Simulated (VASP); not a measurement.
# A VASP 6.6.1 single-point calculation on CdSe

INCAR

```
NELM = 120
NBANDS = 11
LREAL = .FALSE.
SIGMA = 0.02
LDAU = .TRUE.
PREC = Accurate
ISIF = 2
LCHARG = .FALSE.
LDAUTYPE = 2
LDAUJ = 0 0
LASPH = .TRUE.
LMAXMIX = 4
EDIFF = 1E-7
LDAUL = 2 -1
LDAUU = 3.0 0
GGA = PE
LWAVE = .FALSE.
IBRION = -1
ISMEAR = -1
NSW = 0
ENCUT = 520
```

KPOINTS

```
KPOINTS created by Atomic Simulation Environment
0
Gamma
8 8 8
0 0 0
```

POSCAR

```
Cd Se
 1.0000000000000000
     3.5331017259661111   -0.0000000000000000    0.0000000000000000
    -0.0000000000000000    3.5331017259661111    0.0000000000000000
     0.0000000000000000    0.0000000000000000    3.5331017259661111
 Cd  Se
   1   1
Cartesian
 -0.0000000000000000  0.0000000000000000 -0.0000000000000000
  1.7665508629830555  1.7665508629830555  1.7665508629830555
```

The recommended PBE PAW datasets give the neutral cell 18 valence electrons.

Command

```
mpirun -np 1 vasp_std
```

Task: How does this run end, and what does it give?

Result: It converged. Results: gap between bands v and c on the k mesh -1.29 eV (bands overlap: a metal); least direct gap on the k mesh 0.00 eV; pressure 1.2 GPa. Band v is the last that the valence electrons fill when counted band by band, and c is the next.

OSZICAR

```
N       E                     dE             d eps       ncg     rms          rms(c)
DAV:   1     0.111109880049E+03    0.11111E+03   -0.95933E+03   778   0.153E+03
DAV:   2     0.100077266941E+01   -0.11011E+03   -0.10702E+03   824   0.326E+02
DAV:   3    -0.421318323194E+01   -0.52140E+01   -0.51216E+01   869   0.746E+01
DAV:   4    -0.425917335842E+01   -0.45990E-01   -0.45945E-01   824   0.565E+00
DAV:   5    -0.425944198778E+01   -0.26863E-03   -0.26862E-03   881   0.354E-01    0.516E+00
DAV:   6    -0.379692755950E+01    0.46251E+00   -0.14265E+00   815   0.134E+01    0.445E+00
DAV:   7    -0.380157082383E+01   -0.46433E-02   -0.10543E-01   803   0.361E+00    0.216E+00
DAV:   8    -0.380303699914E+01   -0.14662E-02   -0.12145E-02   791   0.155E+00    0.467E-01
DAV:   9    -0.380237069122E+01    0.66631E-03   -0.52516E-03   791   0.853E-01    0.926E-02
DAV:  10    -0.380222848893E+01    0.14220E-03   -0.70039E-04   806   0.364E-01    0.520E-02
DAV:  11    -0.380227025323E+01   -0.41764E-04   -0.71266E-05   815   0.825E-02    0.296E-02
DAV:  12    -0.380223801381E+01    0.32239E-04   -0.47891E-05   776   0.582E-02    0.526E-03
DAV:  13    -0.380223806917E+01   -0.55365E-07   -0.39107E-06   845   0.182E-02    0.365E-03
DAV:  14    -0.380223807925E+01   -0.10083E-07   -0.59306E-08   484   0.282E-03
   1 F= -.38022381E+01 E0= -.38005243E+01  d E =-.342752E-02
```

Standard output (part)

```
POSCAR found type information on POSCAR CdSe
 POSCAR found :  2 types and       2 ions
 LDA part: xc-table for (Slater+PW92), standard interpolation
 POSCAR, INCAR and KPOINTS ok, starting setup
 WAVECAR not read
 entering main loop
```

For comparison, a separate PBE run of the intended cell, on usual settings and not on those above, gives a gap of -1.32 eV on its mesh and a pressure of 1.5 GPa.
